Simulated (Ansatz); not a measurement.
A strain series on SnO₂ in the fluorite structure with r2SCAN in Ansatz; the unstrained cell is the r2SCAN minimum. No spin polarisation and no zero-point or thermal motion; the cell was built from a prototype and may be hypothetical.

Input of the unstrained run:
```yaml
crystal:
  lattice:
    - [0.0, 2.5334669716, 2.5334669716]
    - [2.5334669716, 0.0, 2.5334669716]
    - [2.5334669716, 2.5334669716, 0.0]
  atoms:
    - { symbol: Sn, position: [0.0, 0.0, 0.0] }
    - { symbol: O, position: [0.25, 0.25, 0.25] }
    - { symbol: O, position: [0.75, 0.75, 0.75] }
kpoints:
  mp_grid: { grid: [8, 8, 8] }
  band_path:
    path:
      - [0.0, 0.0, 0.0]
      - [0.5, 0.0, 0.5]
      - [0.625, 0.25, 0.625]
      - [0.375, 0.375, 0.75]
      - [0.5, 0.5, 0.5]
      - [0.5, 0.25, 0.75]
      - [0.25, -0.5, -0.25]
    npoints: 1
hamiltonian:
  xc: r2scan
scf:
  occupations: { method: fixed }
  n_extra_bands: 4
output:
  forces: true
  stress: true
  eigenvalues: true
```

Its main results, and the levels near the gap at the points of the path (eV from the Fermi energy, bands numbered from 0, names kept under strain):
```
Crystal: 3 atoms, lattice volume = 32.522 Å³
Basis set: ecut = 500 eV, 869 PW (Γ)
Symmetry: 48 space group operations
Space group: Fm-3m (ITA 225)
k-points: 29 of 512
Free energy (F): -7175.372310 eV
Fermi energy:    11.432471 eV
--- Stress (GPa, compression-positive) ---
        0.019074       0.000000       0.000000
        0.000000       0.019074       0.000000
        0.000000       0.000000       0.019074
  P = ⅓ Tr σ = 0.0191 GPa (0.191 kbar)
```
```tsv
point	band_10	band_11	band_12	band_13	band_14	band_15
Γ	-1.431	-1.431	-1.431	0.838	7.894	7.894
X	-0.209	-0.209	-0.126	3.861	8.083	10.484
U	-1.510	-0.746	-0.175	4.861	9.624	9.979
K	-1.510	-0.746	-0.175	4.861	9.624	9.979
L	-3.469	-2.199	-2.199	5.528	8.618	11.388
W	-3.220	-0.335	0.000	5.141	9.625	10.689
(1/4,-1/2,-1/4)	-3.220	-0.335	0.000	5.141	9.625	10.689
```

Isotropic +1.5 % on every length. The input changes in these blocks:
```yaml
crystal:
  lattice:
    - [0.0, 2.5714689762, 2.5714689762]
    - [2.5714689762, 0.0, 2.5714689762]
    - [2.5714689762, 2.5714689762, 0.0]
  atoms:
    - { symbol: Sn, position: [0.0, 0.0, 0.0] }
    - { symbol: O, position: [0.25, 0.25, 0.25] }
    - { symbol: O, position: [0.75, 0.75, 0.75] }
scf:
  occupations: { method: fermi_dirac, width: 0.02 }
  n_extra_bands: 4
output:
  forces: true
  stress: true
  eigenvalues: true
  write_density: true
  write_potential: true
  elf: true
  volumetric_format: npy
```

```
Crystal: 3 atoms, lattice volume = 34.007 Å³
Basis set: ecut = 500 eV, 869 PW (Γ)
Symmetry: 48 space group operations
Space group: Fm-3m (ITA 225)
k-points: 29 of 512
Free energy (F): -7175.328265 eV
Fermi energy:    10.844517 eV
--- Stress (GPa, compression-positive) ---
       -9.115964       0.000000       0.000000
        0.000000      -9.115964       0.000000
        0.000000       0.000000      -9.115964
  P = ⅓ Tr σ = -9.1160 GPa (-91.160 kbar)
```
```tsv
point	band_10	band_11	band_12	band_13	band_14	band_15
Γ	-1.552	-1.552	-1.552	0.169	7.514	7.514
X	-0.405	-0.405	-0.303	3.403	7.465	10.059
U	-1.649	-0.911	-0.356	4.301	8.970	9.650
K	-1.649	-0.911	-0.356	4.301	8.970	9.650
L	-3.484	-2.294	-2.294	4.878	8.199	10.750
W	-3.276	-0.497	-0.211	4.540	9.379	10.012
(1/4,-1/2,-1/4)	-3.276	-0.497	-0.211	4.540	9.379	10.012
```

r2SCAN: the gap goes from 0.838 to 0.381 eV (-0.457 eV).

Another run changes these blocks:
```yaml
crystal:
  lattice:
    - [0.0, 2.4574629624, 2.4574629624]
    - [2.4574629624, 0.0, 2.4574629624]
    - [2.4574629624, 2.4574629624, 0.0]
  atoms:
    - { symbol: Sn, position: [0.0, 0.0, 0.0] }
    - { symbol: O, position: [0.25, 0.25, 0.25] }
    - { symbol: O, position: [0.75, 0.75, 0.75] }
```

```
Crystal: 3 atoms, lattice volume = 29.682 Å³
Basis set: ecut = 500 eV, 749 PW (Γ)
Symmetry: 48 space group operations
Space group: Fm-3m (ITA 225)
k-points: 29 of 512
Free energy (F): -7175.162344 eV
Fermi energy:    13.177415 eV
--- Stress (GPa, compression-positive) ---
       25.803868       0.000000       0.000000
        0.000000      25.803868       0.000000
        0.000000       0.000000      25.803868
  P = ⅓ Tr σ = 25.8039 GPa (258.039 kbar)
```
```tsv
point	band_10	band_11	band_12	band_13	band_14	band_15
Γ	-1.637	-1.637	-1.637	1.841	8.226	8.226
X	-0.243	-0.243	-0.215	4.346	8.972	10.991
U	-1.667	-0.849	-0.246	5.586	10.229	10.580
K	-1.667	-0.849	-0.246	5.586	10.229	10.580
L	-3.904	-2.446	-2.446	6.498	8.994	12.295
W	-3.552	-0.455	0.000	5.982	9.680	11.689
(1/4,-1/2,-1/4)	-3.552	-0.455	0.000	5.982	9.680	11.689
```

Task: Which strain is this, and what did it do?

Result: Isotropic -3.0 % on every length, atoms relaxed again. r2SCAN: the gap goes from 0.838 to 1.841 eV (+1.003 eV).

Uniaxial +3.0 % along z, other directions held. The input changes in these blocks:
```yaml
crystal:
  lattice:
    - [0.0, 2.5334669716, 2.6094709807]
    - [2.5334669716, 0.0, 2.6094709807]
    - [2.5334669716, 2.5334669716, 0.0]
  atoms:
    - { symbol: Sn, position: [0.0, 0.0, 0.0] }
    - { symbol: O, position: [0.25, 0.25, 0.25] }
    - { symbol: O, position: [0.75, 0.75, 0.75] }
kpoints:
  mp_grid: { grid: [8, 8, 8] }
  band_path:
    path:
      - [0.0, 0.0, 0.0]
      - [0.5, 0.0, 0.5]
      - [0.625, 0.25, 0.625]
      - [0.375, 0.375, 0.75]
      - [0.5, 0.5, 0.5]
      - [0.5, 0.25, 0.75]
      - [0.25, -0.25, -0.5]
    npoints: 1
scf:
  occupations: { method: fermi_dirac, width: 0.02 }
  n_extra_bands: 4
```

```
Crystal: 3 atoms, lattice volume = 33.498 Å³
Basis set: ecut = 500 eV, 869 PW (Γ)
Symmetry: 16 space group operations
Space group: I4/mmm (ITA 139)
k-points: 59 of 512
Free energy (F): -7175.324060 eV
Fermi energy:    11.229579 eV
--- Stress (GPa, compression-positive) ---
       -1.510338       0.000000       0.000000
        0.000000      -1.510338       0.000000
        0.000000       0.000000     -15.450724
  P = ⅓ Tr σ = -6.1571 GPa (-61.571 kbar)
```
```tsv
point	band_10	band_11	band_12	band_13	band_14	band_15
Γ	-2.030	-1.525	-1.525	0.181	7.392	7.392
X	-0.742	-0.373	-0.318	3.216	7.347	10.047
U	-1.841	-1.030	-0.367	4.189	8.859	9.572
K	-1.730	-0.986	-0.688	4.506	9.230	9.506
L	-3.569	-2.493	-2.396	4.896	8.113	10.748
W	-3.318	-0.749	-0.318	4.634	9.342	9.840
(1/4,-1/4,-1/2)	-3.555	-0.489	-0.200	4.363	9.108	9.991
```

r2SCAN: the gap goes from 0.838 to 0.382 eV (-0.456 eV); the W points, equivalent before, split by 117 meV, and the valence top lies at those like (1/4, -1/4, -1/2).

Another run changes these blocks:
```yaml
crystal:
  lattice:
    - [0.0, 2.5334669716, 2.5334669716]
    - [2.6601403202, 0.0, 2.5334669716]
    - [2.6601403202, 2.5334669716, 0.0]
  atoms:
    - { symbol: Sn, position: [0.0, 0.0, 0.0] }
    - { symbol: O, position: [0.25, 0.25, 0.25] }
    - { symbol: O, position: [0.75, 0.75, 0.75] }
kpoints:
  mp_grid: { grid: [8, 8, 8] }
  band_path:
    path:
      - [0.0, 0.0, 0.0]
      - [0.5, 0.0, 0.5]
      - [0.625, 0.25, 0.625]
      - [0.375, 0.375, 0.75]
      - [0.5, 0.5, 0.5]
      - [0.5, 0.25, 0.75]
    npoints: 1
scf:
  occupations: { method: fermi_dirac, width: 0.02 }
  n_extra_bands: 4
output:
  forces: true
  stress: true
  eigenvalues: true
  write_density: true
  write_potential: true
  elf: true
  volumetric_format: npy
```

```
Crystal: 3 atoms, lattice volume = 34.148 Å³
Basis set: ecut = 500 eV, 901 PW (Γ)
Symmetry: 16 space group operations
Space group: I4/mmm (ITA 139)
k-points: 59 of 512
Free energy (F): -7175.242728 eV
Fermi energy:    10.822728 eV
--- Stress (GPa, compression-positive) ---
      -24.398523       0.000000       0.000000
        0.000000      -2.148874       0.000000
        0.000000       0.000000      -2.148874
  P = ⅓ Tr σ = -9.5654 GPa (-95.654 kbar)
```
```tsv
point	band_10	band_11	band_12	band_13	band_14	band_15
Γ	-2.119	-1.305	-1.305	0.021	7.352	7.352
X	-0.789	-0.196	-0.155	3.083	7.134	10.032
U	-1.792	-0.899	-0.205	4.038	8.628	9.559
K	-1.792	-0.899	-0.205	4.038	8.628	9.559
L	-3.349	-2.392	-2.238	4.763	8.023	10.618
W	-3.481	-0.306	-0.045	4.147	9.039	9.792
```

Task: Which strain is this, and what did it do?

Result: Uniaxial +5.0 % along x, other directions held, atoms relaxed again. r2SCAN: the gap goes from 0.838 to 0.065 eV (-0.773 eV); so small a gap is at the limit of these settings.

Spin-orbit coupling is left out, which matters wherever the heavy atoms make up the band edges.
